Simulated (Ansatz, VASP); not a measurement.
## Ru in VASP and in Ansatz

Contents of INCAR:

```
SYSTEM = Ru
PREC     = Accurate       ! precision mode
ENCUT    = 520            ! plane-wave cutoff, eV
EDIFF    = 1E-6           ! SCF threshold, eV
ISMEAR   = -1             ! smearing method
SIGMA    = 0.1            ! smearing width, eV
LREAL    = .False.        ! projectors in reciprocal space
LASPH    = .True.         ! aspherical terms in the spheres
NELM     = 100            ! most SCF steps
ALGO     = Normal         ! electronic algorithm
ISIF     = 2              ! what is computed and relaxed
LWAVE    = .False.        ! write WAVECAR
LCHARG   = .False.        ! write CHGCAR
GGA      = B5             ! functional
ALDAX    = 1.0          
AGGAX    = 1.0          
AGGAC    = 1.0          
ALDAC    = 0.0          
NBANDS   = 13             ! bands
```

KPOINTS

```
Automatic mesh
0
Gamma
  16 16 16
  0 0 0
```

Contents of POSCAR:

```
Ru
1.0
    0.0000000000      1.9862524542      1.9862524542
    1.9862524542      0.0000000000      1.9862524542
    1.9862524542      1.9862524542      0.0000000000
Ru
1
Direct
    0.0000000000      0.0000000000      0.0000000000
```

Input for Ansatz:

```yaml
crystal:
  lattice:
    - [0.0, 1.9862524542, 1.9862524542]
    - [1.9862524542, 0.0, 1.9862524542]
    - [1.9862524542, 1.9862524542, 0.0]
  atoms:
    - { symbol: Ru, position: [0.0, 0.0, 0.0] }
hamiltonian:
  xc: blyp
  pseudopotentials:
    kind: paw
    azcp:
      Ru: "pseudopotentials/Ru.paw.azcp"
basis:
  ecutwfc: 420
  fft_grid_basis: typed
kpoints:
  mp_grid: { grid: [16, 16, 16], shift: [0, 0, 0] }
magnetization:
  spin_polarized: false
scf:
  occupations: { method: fermi_dirac, width: 0.1 }
  lower_state_search: "off"
output:
  stress: true
```

Alike in both runs: task single point; functional BLYP; k mesh 16 × 16 × 16; occupations fermi-dirac, width 0.1 eV; no spin polarisation.

|  | VASP | Ansatz |
| --- | --- | --- |
| version | VASP 6.6.1 | Ansatz 0.2.0 |
| potentials or method | VASP PAW PBE potentials, release 64 (Ru_pv) | plane waves (420 eV) with PAW, scalar-relativistic |
| plane-wave cutoff (eV) | 520 | 420 |
| valence electrons in the cell | 14 | 16 |

|  | VASP | Ansatz | Ansatz less VASP |
| --- | --- | --- | --- |
| pressure (GPa) | -16.2 | -16.7 | -0.48 |

With one functional, cell and mesh, what is left measures potentials, basis and numerics. The two sets of potentials don't hold the same shells in valence.

Caveats: so large a pressure means that the cell lies far from this level's equilibrium, or that cutoff or potentials fall short (VASP); the potentials were made for another functional, which shifts forces and pressure (VASP).
